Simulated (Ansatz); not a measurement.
# ZnS: a single-point run

The task is a single-point run on ZnS. The structure is shown as the input types it. The cell is built on a prototype (CsCl type) and needn't be the phase found in nature.

Program: Ansatz 0.2.0. Level of theory: density functional or hybrid calculation with the settings of its input, plane waves (as first typed). These are calculated values, not measurements.

2 further runs of the same task are left out: 2 that didn't finish.

**1. The system as given**

Symmetry: Pm-3m, No. 221, cubic system. Conventional cell: a = 3.179 Å, b = 3.179 Å, c = 3.179 Å, α = 90.00°, β = 90.00°, γ = 90.00°. Zn (site symmetry m-3m) is surrounded by 8 S at 2.75 Å. S (site symmetry m-3m) is surrounded by 8 Zn at 2.75 Å.

The input asks for a charge of +1 e on the cell.

As a file:

```
Zn S
1.0
     3.17923    0.00000    0.00000
     0.00000    3.17923    0.00000
     0.00000    0.00000    3.17923
Zn S
1 1
Direct
  0.00000 0.00000 0.00000
  0.50000 0.50000 0.50000
```

**2. The run**

File input.yaml:

```yaml
crystal:
  lattice:
    - [3.179233844, 0.0, 0.0]
    - [0.0, 3.179233844, 0.0]
    - [0.0, 0.0, 3.179233844]
  atoms:
    - { symbol: Zn, position: [0.0, 0.0, 0.0] }
    - { symbol: S, position: [0.5, 0.5, 0.5] }
kpoints:
  mp_grid: { grid: [6, 6, 6] }
hamiltonian:
  xc: pbe
scf:
  occupations: { method: fermi_dirac, width: 0.02 }
  n_extra_bands: 4
  max_iter: 82
output:
  forces: true
  stress: true
  eigenvalues: true
total_charge: 1
```

Launch:

```sh
$ ansatz run input.yaml --threads 4 --pin off --max-ram 3686MiB --backend cpu --events-out ev --progress --plain --runs-dir out
```

What happens when this is run?

The run converged and reported no error. Convergence says nothing about whether the input makes sense.

In the input, total_charge is 1. With this charge the calculation describes a differently charged system.

To check: delete total_charge (the default then holds).
